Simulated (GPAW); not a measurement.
Input of a GPAW 26.7.0 run:

Contents of run.py:

```python
from ase.filters import FrechetCellFilter
from ase.io import read, write
from ase.optimize import LBFGS
from ase.units import GPa
from gpaw import GPAW, PW

atoms = read('CdS.xyz')

calc = GPAW(mode=PW(600),
            xc='M06-L',
            kpts={'size': (5, 5, 3), 'gamma': True},
            occupations={'name': 'fermi-dirac', 'width': 0.05},
            nbands=31,
            convergence={'density': 1e-06, 'energy': 1e-06, 'eigenstates': 1e-10},
            maxiter=150,
            txt='gpaw.txt')
atoms.calc = calc
opt = LBFGS(FrechetCellFilter(atoms, scalar_pressure=20 * GPa), trajectory='relax.traj', logfile='-')
done = opt.run(fmax=0.05, steps=100)
calc.write('gs.gpw')
write('result.traj', atoms)
print('Converged:', done)
print('Cell:', atoms.cell.cellpar().round(4))
print('Volume:', round(atoms.get_volume(), 4))
print(atoms.get_scaled_positions().round(5))
```

Contents of CdS.xyz:

```xyz
4
Lattice="4.1500000000 0.0000000000 0.0000000000 -2.0750000000 3.5940054257 0.0000000000 0.0000000000 0.0000000000 6.7370000000" Properties=species:S:1:pos:R:3 pbc="T T T"
Cd     2.0750000002      1.1980018084      3.3685000000
Cd    -0.0000000002      2.3960036173      0.0000000000
S      2.0750000002      1.1980018084      5.8948750000
S     -0.0000000002      2.3960036173      2.5263750000
```

Potentials or basis: GPAW PAW data sets (gpaw-data 1.2.1), pw.

The run is started by

```sh
$ OMP_NUM_THREADS=1 python run.py
```

(1) What does it give for the band gap on the k mesh?

(2) Predict the relaxed volume.

## Answers

(1) 2.05 eV, direct.

(2) 20.65 Å³/atom.

Caveat: later steps reuse the first step's grids; the volume moved by over 15 % at a fixed basis, so the end points are rough; the PAW data sets were made with another functional, which shifts forces and pressure a little.
